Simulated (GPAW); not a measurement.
Runs of GPAW 26.7.0 on Ge. Symmetry: Fd-3m, No. 227, cubic system. The conventional cell has a = 5.658 Å, b = 5.658 Å, c = 5.658 Å, α = 90.00°, β = 90.00°, γ = 90.00°. Ge (site symmetry -43m) is surrounded by 4 Ge at 2.45 Å. 

| task | level | potentials or basis | spin | cell | k mesh | smearing | optimizer | fmax | max steps | convergence | band path | gap on the mesh (eV) | pressure (GPa) | relaxed volume (Å³/atom) |
| --- | --- | --- | --- | --- | --- | --- | --- | --- | --- | --- | --- | --- | --- | --- |
| relaxation of cell and atoms | LDA | the program's PAW data sets (release 1.2.1) made for this functional, pw | off | relaxed | 8 × 8 × 8 | fermi-dirac 0.05 eV | FIRE | 0.01 eV/Å | 100 | density=1e-05 forces=0.0001 | - | none | 0.0 | 22.30 |
| band structure | r2SCAN | GPAW PAW data sets (gpaw-data 1.2.1), pw | SOC, no magnetisation | as given | 6 × 6 × 6 | fermi-dirac 0.05 eV | - | - | - | - | GXWKGLUWLK,UX | (a) | 0.7 | - |
| single point | PBE | GPAW PAW data sets (gpaw-data 1.2.1), pw | off | as given | 8 × 8 × 8 | gaussian 0.018 eV | - | - | - | - | - | 0.09 | (b) | - |
| band structure | BLYP | PAW data sets generated in the run's folder for this functional, pw | off | as given | 8 × 8 × 8 | fermi-dirac 0.05 eV | - | - | - | - | GXWKGLUWLK,UX | - | 7.6 | - |
| relaxation of cell and atoms | PBEsol+D3(BJ) | PAW data sets generated in the run's folder for this functional, pw | off | relaxed | 8 × 8 × 8 | fermi-dirac 0.05 eV | LBFGS | 0.05 eV/Å | 100 | density=1e-05 forces=0.0001 | - | 0.17 | 0.0 | 22.34 |

Alike in all rows: cutoff (eV) 600.

Task: Estimate the missing entries.

Result: (a) 0.36; (b) 3.8.

Caveats: later steps reuse the first step's grids (some runs); this crystal is a semiconductor, whose small gap the functional closes, so the metal is an error of the method (some runs); spin-orbit coupling was added after a scalar SCF, so levels and gaps hold it while energy, forces, pressure and moments don't (some runs); this program's spin-orbit splittings come out too wide for heavy elements (some runs); the PAW data sets were made with another functional, which shifts forces and pressure a little (some runs).

A k mesh can miss the band edges, and rows without SOC leave out spin-orbit coupling on Ge.

A gap of «none» marks a metal or a gap under the smearing width.
